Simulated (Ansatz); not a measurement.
Base system: ZrO₂ (space group P4_2/nmc, No. 137; a = 3.621 Å, c = 5.284 Å). Axes: x, y, z lie along a, b, c of the conventional cell.

All numbers come from PBE (Ansatz, a program for electronic structure; PAW; 420 eV plane waves; scalar-relativistic without spin-orbit coupling), earlier PAW set.

It is then changed as follows: uniaxial strain ε_zz = −2.19 %, all other strain components held at zero; the atoms relax in the strained cell.

Task: Predict the stress tensor and what it implies for the stiffness.

Result: Stress of the strained cell less that of the base (GPa, compression positive):
```
   1.30    0.00    0.00
   0.00    1.30    0.00
   0.00    0.00    6.21
```

Then −Δσ_ii/ε with ε = -0.0219 gives secant stiffness values (nonlinear terms included at this strain): C33 ≈ 284 GPa, C13 ≈ 59 GPa and C23 ≈ 59 GPa.

As a check, the harmonic strain energy −½ V₀ Δσ:ε is 4.9 meV/atom; the computed energy rise is 4.7 meV/atom.

No phonon test of stability was made. This is not the structure that ZrO2 has at room temperature and ambient pressure.
